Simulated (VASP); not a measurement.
# BaTiO3 (R3m) in VASP: a series of runs, part 2 of 2

VASP 6.6.1. Earlier steps stand in the parts before.

### Step 3. Relaxation of cell and atoms, r2SCAN

This run uses another cell than the first one, of 13.14 Å³/atom, 1.023 times its volume.

INCAR

```
SYSTEM = BaTiO3
ALGO     = Normal         ! electronic algorithm
EDIFF    = 1E-7           ! SCF threshold, eV
EDIFFG   = -0.005         ! ionic threshold
ENCUT    = 600            ! plane-wave cutoff, eV
IBRION   = 2              ! ionic algorithm
ISIF     = 3              ! what is computed and relaxed
ISMEAR   = 0              ! smearing method
KPAR     = 2            
LASPH    = .TRUE.         ! aspherical terms in the spheres
LCHARG   = .FALSE.        ! write CHGCAR
LMIXTAU  = .TRUE.       
LREAL    = .FALSE.        ! projectors in reciprocal space
LWAVE    = .FALSE.        ! write WAVECAR
METAGGA  = R2SCAN         ! meta-GGA
NELM     = 80             ! most SCF steps
NSW      = 90             ! ionic steps
PREC     = Accurate       ! precision mode
SIGMA    = 0.03           ! smearing width, eV
```

KPOINTS

```
k-points
0
G
  9 9 7
  0 0 0
```

POSCAR

```
BaTiO3                                  
1.0
    2.8489649258      1.6448506668      2.3358455352
   -2.8489649258      1.6448506668      2.3358455352
   -0.0000000000     -3.2897013336      2.3358455352
  Ba              Ti              O             
     1     1     3
Direct
     0.9975238466930455    0.9975238466930455    0.9975238466930454
     0.4843409164932311    0.4843409164932311    0.4843409164932315
     0.5092476029514712    0.5092476029514712    0.0188400309107783
     0.0188400309107783    0.5092476029514715    0.5092476029514713
     0.5092476029514715    0.0188400309107783    0.5092476029514713
```

Potentials or basis: VASP PAW PBE potentials, release 64 (Ba_sv, Ti_sv, O).

Launch:

```
> cat potpaw_PBE.64/Ba_sv/POTCAR potpaw_PBE.64/Ti_sv/POTCAR potpaw_PBE.64/O/POTCAR > POTCAR
> mpirun -np 2 vasp_std > vasp.out
```

OUTCAR:

```text
SYSTEM = BaTiO3
   EDIFF = 1E-7
   EDIFFG = -0.005
   ENCUT = 600
   IBRION = 2
   ISIF = 3
   ISMEAR = 0
   LASPH = .TRUE.
   LREAL = .FALSE.
   METAGGA = R2SCAN
   NELM = 80
   NSW = 90
   PREC = Accurate

 ion  position               nearest neighbor table
   1  0.998  0.998  0.998-   3 2.79   4 2.79   5 2.79   4 2.85   5 2.85   5 2.85   4 2.85   3 2.85
                             3 2.85   3 2.93   4 2.93   5 2.93   2 3.41   2 3.46   2 3.46   2 3.46
   2  0.484  0.484  0.484-   3 1.88   4 1.88   5 1.88   3 2.16   4 2.16   5 2.16   1 3.41   1 3.46
                             1 3.46   1 3.46   1 3.52   1 3.52   1 3.52   1 3.60
   3  0.509  0.509  0.019-   2 1.88   2 2.16   1 2.79   1 2.85   1 2.85   1 2.93
   4  0.019  0.509  0.509-   2 1.88   2 2.16   1 2.79   1 2.85   1 2.85   1 2.93
   5  0.509  0.019  0.509-   2 1.88   2 2.16   1 2.79   1 2.85   1 2.85   1 2.93

  LATTYP: Found a trigonal (rhomboedric) cell.
 ALAT       =     4.0346386739
 COS(alpha) =     0.0027709838

  Lattice vectors:

 A1 = (   2.8489649258,   1.6448506668,   2.3358455352)
 A2 = (  -2.8489649258,   1.6448506668,   2.3358455352)
 A3 = (   0.0000000000,  -3.2897013336,   2.3358455352)

Analysis of symmetry for initial positions (statically):
=====================================================================
[... 253 lines left out ...]

 val. band max:        3.2412199409   @ k =   0.4444   0.4444   0.4286
 cond. band min:       6.0463282888   @ k =   0.0000   0.0000   0.0000
 fundamental gap:      2.8051083480
 Fermi energy:         3.4872984757

 k-point     1 :       0.0000    0.0000    0.0000
  band No.  band energies     occupation
      1     -55.3017      2.00000
      2     -30.4940      2.00000
      3     -30.4934      2.00000
      4     -30.4934      2.00000
      5     -22.2313      2.00000
      6     -14.4586      2.00000
[... 637 lines left out ...]
     23       7.7387      0.00000
     24       8.5515      0.00000

 [... further k-points ...]
[... 5 lines left out ...]
  --------------------------------------------------------------------------------------
  -------------------------------------------------------------------------------------
  Total       -0.0032836     -0.0032836      0.0036147     -0.0000000      0.0000000     -0.0000000
  in kB       -0.0801063     -0.0801063      0.0881839     -0.0000000      0.0000000     -0.0000000
  external PRESSURE =      -0.0240096 kB  Pullay stress =       0.0000000 kB

 VOLUME and BASIS-vectors are now :
 -----------------------------------------------------------------------------
  energy-cutoff  :      600.00
  volume of cell :       65.67
      direct lattice vectors                 reciprocal lattice vectors
     2.848423621  1.644538144  2.336636376     0.175535688  0.101345577  0.142655202
    -2.848423621  1.644538144  2.336636376    -0.175535688  0.101345577  0.142655202
     0.000000000 -3.289076289  2.336636376     0.000000000 -0.202691153  0.142655202

 POSITION                                       TOTAL-FORCE (eV/Angst)
 -----------------------------------------------------------------------------------
      0.00000      0.00000      6.99270        -0.000000     -0.000000      0.001525
      0.00000      0.00000      3.39504        -0.000000     -0.000000     -0.002833
      0.00000      1.61322      2.42387        -0.000000      0.002916      0.000436
     -1.39709     -0.80661      2.42387        -0.002525     -0.001458      0.000436
      1.39709     -0.80661      2.42387         0.002525     -0.001458      0.000436
 -----------------------------------------------------------------------------------
    total drift:                               -0.000000     -0.000000     -0.010451

  FREE ENERGIE OF THE ION-ELECTRON SYSTEM (eV)
  ---------------------------------------------------
  free  energy   TOTEN  =       -74.2824810541 eV

  energy  without entropy=      -74.2824810541  energy(sigma->0) =      -74.28248105

 reached required accuracy - stopping structural energy minimisation
```

OSZICAR:

```text
N       E                     dE             d eps       ncg     rms          rms(c)
DAV:   1     0.461999402376E+03    0.46200E+03   -0.23649E+04  7680   0.205E+03
[... 23 lines left out ...]
       N       E                     dE             d eps       ncg     rms          rms(c)
DAV:   1    -0.742824921309E+02   -0.24948E-04   -0.32349E-03  7744   0.569E-01    0.351E-02
DAV:   2    -0.742824868907E+02    0.52403E-05   -0.13100E-04  7752   0.930E-02    0.214E-02
DAV:   3    -0.742824823890E+02    0.45016E-05   -0.24900E-05  9416   0.575E-02    0.319E-03
DAV:   4    -0.742824811160E+02    0.12730E-05   -0.44885E-06  8320   0.267E-02    0.176E-03
DAV:   5    -0.742824810040E+02    0.11203E-06   -0.48422E-07  8440   0.828E-03    0.103E-03
DAV:   6    -0.742824810541E+02   -0.50152E-07   -0.16744E-07  5344   0.566E-03
   2 F= -.74282481E+02 E0= -.74282481E+02  d E =-.137982E-04
```

Run time: 3.7 min. Hardware: 2 MPI ranks of Intel Xeon 6975P-C (Granite Rapids), shared host; peak memory 0.44 GiB.

Results:

```yaml
Free_energy: -74.2825 eV
Energy_gained_by_relaxing: 0.0 meV/atom
Ionic_steps: 2
Pressure_after_relaxing: 0.0 GPa
Band_gap_on_the_k_mesh: 2.81 eV, indirect (least direct gap 3.21 eV)
```

Forces in eV/Å, atoms in the order of the input:
```
Ba   0.000  0.000  0.002
Ti   0.000  0.000 -0.003
O    0.000  0.003  0.000
O   -0.003 -0.001  0.000
O    0.003 -0.001  0.000
```

Final structure:
```yaml
crystal:
  lattice:
    - [2.84842, 1.64454, 2.33664]
    - [-2.84842, 1.64454, 2.33664]
    - [0.00000, -3.28908, 2.33664]
  atoms:
    - { symbol: Ba, position: [0.99755, 0.99755, 0.99755] }
    - { symbol: Ti, position: [0.48432, 0.48432, 0.48432] }
    - { symbol: O, position: [0.50927, 0.50927, 0.01879] }
    - { symbol: O, position: [0.01879, 0.50927, 0.50927] }
    - { symbol: O, position: [0.50927, 0.01879, 0.50927] }
```

Caveat: the PAW data sets were made with another functional, which shifts forces and pressure a little; spin-orbit coupling is left out, which moves the levels of the heavy elements; an odd mesh through Γ misses points on the zone boundary, where band edges often lie.

### Step 4. Relaxation of shape and atoms at fixed volume, r2SCAN (a relaxed cell with its volume scaled by 0.94)

INCAR, as its differences from that of step 3:

```diff
@@ -3,6 +3,6 @@
 EDIFF    = 1E-7           ! SCF threshold, eV
-EDIFFG   = -0.005         ! ionic threshold
+EDIFFG   = -0.01          ! ionic threshold
 ENCUT    = 600            ! plane-wave cutoff, eV
 IBRION   = 2              ! ionic algorithm
-ISIF     = 3              ! what is computed and relaxed
+ISIF     = 4              ! what is computed and relaxed
 ISMEAR   = 0              ! smearing method
@@ -16,3 +16,3 @@
 NELM     = 80             ! most SCF steps
-NSW      = 90             ! ionic steps
+NSW      = 40             ! ionic steps
 PREC     = Accurate       ! precision mode
```

KPOINTS is that of step 3.

POSCAR

```
BaTiO3                                  
1.0
    2.7902762107      1.6109667214      2.2889365354
   -2.7902762107      1.6109667214      2.2889365354
    0.0000000000     -3.2219334427      2.2889365354
  Ba              Ti              O             
     1     1     3
Direct
     0.9975455690696762    0.9975455690696762    0.9975455690696762
     0.4843201647741750    0.4843201647741750    0.4843201647741750
     0.5092703481832136    0.5092703481832136    0.0187935697897123
     0.0187935697897123    0.5092703481832136    0.5092703481832136
     0.5092703481832136    0.0187935697897123    0.5092703481832136
```

Potentials or basis: VASP PAW PBE potentials, release 64 (Ba_sv, Ti_sv, O).

Launch:

```
> cat potpaw_PBE.64/Ba_sv/POTCAR potpaw_PBE.64/Ti_sv/POTCAR potpaw_PBE.64/O/POTCAR > POTCAR
> mpirun -np 2 vasp_std > vasp.out
```

OUTCAR:

```text
SYSTEM = BaTiO3
   EDIFF = 1E-7
   EDIFFG = -0.01
   ENCUT = 600
   IBRION = 2
   ISIF = 4
   ISMEAR = 0
   LASPH = .TRUE.
   LREAL = .FALSE.
   METAGGA = R2SCAN
   NELM = 80
   NSW = 40
   PREC = Accurate

 ion  position               nearest neighbor table
   1  0.998  0.998  0.998-   4 2.73   5 2.73   3 2.73   3 2.79   3 2.79   5 2.79   4 2.79   4 2.79
                             5 2.79   4 2.87   5 2.87   3 2.87   2 3.34   2 3.39   2 3.39   2 3.39
   2  0.484  0.484  0.484-   3 1.84   4 1.84   5 1.84   3 2.12   4 2.12   5 2.12   1 3.34   1 3.39
                             1 3.39   1 3.39   1 3.45   1 3.45   1 3.45   1 3.52
   3  0.509  0.509  0.019-   2 1.84   2 2.12   1 2.73   1 2.79   1 2.79   1 2.87
   4  0.019  0.509  0.509-   2 1.84   2 2.12   1 2.73   1 2.79   1 2.79   1 2.87
   5  0.509  0.019  0.509-   2 1.84   2 2.12   1 2.73   1 2.79   1 2.79   1 2.87

  LATTYP: Found a trigonal (rhomboedric) cell.
 ALAT       =     3.9522253950
 COS(alpha) =     0.0031243688

  Lattice vectors:

 A1 = (   2.7902762107,   1.6109667214,   2.2889365354)
 A2 = (  -2.7902762107,   1.6109667214,   2.2889365354)
 A3 = (   0.0000000000,  -3.2219334427,   2.2889365354)

Analysis of symmetry for initial positions (statically):
=====================================================================
 Subroutine PRICEL returns:
 Original cell was already a primitive cell.

 Routine SETGRP: Setting up the symmetry group for a
 trigonal (rhombohedral) supercell.

 Subroutine GETGRP returns: Found  6 space group operations
 (whereof  6 operations were pure point group operations)
 out of a pool of 12 trial point group operations.

The static configuration has the point symmetry C_3v.

Analysis of symmetry for dynamics (positions and initial velocities):
=====================================================================
 Subroutine PRICEL returns:
 Original cell was already a primitive cell.

 Routine SETGRP: Setting up the symmetry group for a
 trigonal (rhombohedral) supercell.

 Subroutine GETGRP returns: Found  6 space group operations
 (whereof  6 operations were pure point group operations)
 out of a pool of 12 trial point group operations.

The dynamic configuration has the point symmetry C_3v.

 Subroutine INISYM returns: Found  6 space group operations
 (whereof  6 operations are pure point group operations),
 and found     1 'primitive' translations

----------------------------------------------------------------------------------------

                                     Primitive cell

  volume of cell :      61.7332

  direct lattice vectors                    reciprocal lattice vectors
     2.790276211  1.610966721  2.288936535     0.179193729  0.103457548  0.145628037
    -2.790276211  1.610966721  2.288936535    -0.179193729  0.103457548  0.145628037
     0.000000000 -3.221933443  2.288936535     0.000000000 -0.206915096  0.145628037

  length of vectors
     3.952225395  3.952225395  3.952225395     0.253024469  0.253024469  0.253024469

  position of ions in fractional coordinates (direct lattice)
     0.997545569  0.997545569  0.997545569
[... 98 lines left out ...]
   ISTART =      0    job   : 0-new  1-cont  2-samecut
   ICHARG =      2    charge: 1-file 2-atom 10-const
   ISPIN  =      1    spin polarized calculation?
   LNONCOLLINEAR =      F non collinear calculations
   LSORBIT =      F    spin-orbit coupling
   LASPH  =      T    aspherical Exc in radial PAW
   ENCUT  =  600.0 eV  44.10 Ry    6.64 a.u.   7.89  7.89  7.89*2*pi/ulx,y,z
   NELM   =     80;   NELMIN=  2; NELMDL= -5     # of ELM steps
   EDIFF  = 0.1E-06   stopping-criterion for ELM
   LREAL  =      F    real-space projection
   EDIFFG = -.1E-01   stopping-criterion for IOM
   NSW    =     40    number of steps for IOM
   IBRION =      2    ionic relax: 0-MD 1-quasi-New 2-CG
   NFREE  =      1    steps in history (QN), initial steepest desc. (CG)
   ISIF   =      4    stress and relaxation
   ISYM   =      2    0-nonsym 1-usesym 2-fastsym
   POTIM  = 0.5000    time-step for ionic-motion
   TEBEG  =    0.0;   TEEND  =   0.0 temperature during run
   PSTRESS=    0.0 pullay stress
   NELECT =      40.0000    total number of electrons
   NUPDOWN=      -1.0000    fix difference up-down
   EMIN   =  10.00;   EMAX   =-10.00  energy-range for DOS
   EFERMI =   0.00;   METHOD = LEGACY
   ISMEAR =     0;   SIGMA  =   0.03  broadening in eV -4-tet -1-fermi 0-gaus
   EFERMI_NEDOS =   21; number of points for ismear=-14 and -15
   IALGO  =     38    algorithm
   IMIX   =      4    mixing-type and parameters
     AMIX     =   0.40;   BMIX     =  1.00
     AMIX_MAG =   1.60;   BMIX_MAG =  1.00
  volume/ion in A,a.u.               =      12.35        83.32
  Fermi-wavevector in a.u.,A,eV,Ry     =   1.416626  2.677035 27.304573  2.006830
  Thomas-Fermi vector in A             =   2.537941
   LORBIT       =      0    0 simple, 1 ext, 2 COOP (PROOUT), +10 PAW based schemes
   METAGGA = R2SCAN    functional components
   LHFCALC =     F    Hartree Fock is set to
   AEXX    =    0.0000 exact exchange contribution
   IVDW    =     0    specifies the selected vdW correction
   LEPSILON=     F    determine dielectric tensor
   LRPA    =     F    only Hartree local field effects (RPA)
 conjugate gradient relaxation of ions
 non-spin polarized calculation
 Gauss-broadening in eV      SIGMA  =   0.03
  energy-cutoff  :      600.00
  volume of cell :       61.73
 maximum number of plane-waves:      2103
   NGX = 15   NGY = 15   NGZ = 15

--------------------------------------- Ionic step        1  -------------------------------------------

 number of electron      40.0000003 magnetization

 Free energy of the ion-electron system (eV)
  ---------------------------------------------------
  ext. energy  EPLUGINS =         0.00000000
  ---------------------------------------------------
  free energy    TOTEN  =       -74.13107436 eV

  energy without entropy =      -74.13107436  energy(sigma->0) =      -74.13107436

------------------------ aborting loop because EDIFF is reached ----------------------------------------

  FORCE on cell =-STRESS in cart. coord.  units (eV):
  Direction    XX          YY          ZZ          XY          YZ          ZX
  --------------------------------------------------------------------------------------
  -------------------------------------------------------------------------------------
  Total        4.8281205      4.8281205      4.5173268      0.0000000      0.0000000      0.0000000
  in kB      125.3054372    125.3054372    117.2393285      0.0000000      0.0000000      0.0000000
  external PRESSURE =     122.6167343 kB  Pullay stress =       0.0000000 kB
[... 98 lines left out ...]
  FREE ENERGIE OF THE ION-ELECTRON SYSTEM (eV)
  ---------------------------------------------------
  free  energy   TOTEN  =       -74.1668045381 eV

  energy  without entropy=      -74.1668045381  energy(sigma->0) =      -74.16680454

[... ionic steps 4 to 7 ...]

--------------------------------------- Ionic step        8  -------------------------------------------

 number of electron      40.0000017 magnetization

------------------------ aborting loop because EDIFF is reached ----------------------------------------
[... 73 lines left out ...]
--------------------------------------- Ionic step       10  -------------------------------------------

 number of electron      40.0000017 magnetization

 Free energy of the ion-electron system (eV)
  ---------------------------------------------------
  ext. energy  EPLUGINS =         0.00000000
  ---------------------------------------------------
  free energy    TOTEN  =       -74.17430653 eV

  energy without entropy =      -74.17430653  energy(sigma->0) =      -74.17430653

 E-fermi :   3.9521     XC(G=0): -12.1328

 val. band max:        3.7682784653   @ k =   0.4444   0.4444   0.4286
 cond. band min:       6.1713256442   @ k =   0.0000   0.0000   0.0000
 fundamental gap:      2.4030471789
 Fermi energy:         3.9521390874

 k-point     1 :       0.0000    0.0000    0.0000
  band No.  band energies     occupation
      1     -54.8145      2.00000
      2     -30.0054      2.00000
      3     -30.0054      2.00000
      4     -30.0044      2.00000
      5     -21.5689      2.00000
      6     -14.1120      2.00000
[... 637 lines left out ...]
     23       8.3499      0.00000
     24       9.2922      0.00000

 [... further k-points ...]

------------------------ aborting loop because EDIFF is reached ----------------------------------------

  FORCE on cell =-STRESS in cart. coord.  units (eV):
  Direction    XX          YY          ZZ          XY          YZ          ZX
  --------------------------------------------------------------------------------------
  -------------------------------------------------------------------------------------
  Total        3.4077424      3.4077424      3.3793340     -0.0000000      0.0000000      0.0000000
  in kB       88.4420043     88.4420043     87.7047144     -0.0000000      0.0000000      0.0000000
  external PRESSURE =      88.1962410 kB  Pullay stress =       0.0000000 kB
[... 20 lines left out ...]
  FREE ENERGIE OF THE ION-ELECTRON SYSTEM (eV)
  ---------------------------------------------------
  free  energy   TOTEN  =       -74.1743065266 eV

  energy  without entropy=      -74.1743065266  energy(sigma->0) =      -74.17430653

 reached required accuracy - stopping structural energy minimisation
```

Wall time 14 min (2 MPI ranks of Intel Xeon 6975P-C (Granite Rapids), shared host); peak memory 0.43 GiB.

What came out:

```
Free energy                  : -74.1743 eV
Energy gained by relaxing    : 8.6 meV/atom
Ionic steps                  : 10
Pressure after relaxing      : 8.8 GPa
Largest force after relaxing : 0.006 eV/Å
Band gap on the k mesh       : 2.40 eV, indirect (least direct gap 2.53 eV)
```

Forces in eV/Å, atoms in the order of the input:
```
Ba   0.000  0.000  0.003
Ti   0.000  0.000  0.006
O    0.000 -0.004 -0.003
O    0.004  0.002 -0.003
O   -0.004  0.002 -0.003
```

The path:
| step | energy change (eV) | largest force (eV/Å) | pressure (GPa) |
| --- | --- | --- | --- |
| 1 | 0.0000 | 0.7180 | 12.26 |
| 2 | -0.0346 | 0.1991 | 9.94 |
| 3 | -0.0357 | 0.1594 | 9.51 |
| 4 | -0.0403 | 0.0964 | 9.35 |
| 5 | -0.0422 | 0.0487 | 9.19 |
| 6 | -0.0430 | 0.0282 | 9.01 |
| 7 | -0.0430 | 0.0272 | 8.99 |
| 8 | -0.0432 | 0.0190 | 8.89 |
| 9 | -0.0432 | 0.0154 | 8.84 |
| 10 | -0.0432 | 0.0058 | 8.82 |

Final structure:
```
Ba Ti O
1.0
     2.79381    1.61301    2.28315
    -2.79381    1.61301    2.28315
     0.00000   -3.22601    2.28315
Ba Ti O
1 1 3
Cartesian
  0.0000 0.0000 0.0106
  0.0000 0.0000 3.3945
  0.0000 1.6044 2.3335
  -1.3894 -0.8022 2.3335
  1.3894 -0.8022 2.3335
```

Caveat: the PAW data sets were made with another functional, which shifts forces and pressure a little; spin-orbit coupling is left out, which moves the levels of the heavy elements; an odd mesh through Γ misses points on the zone boundary, where band edges often lie.
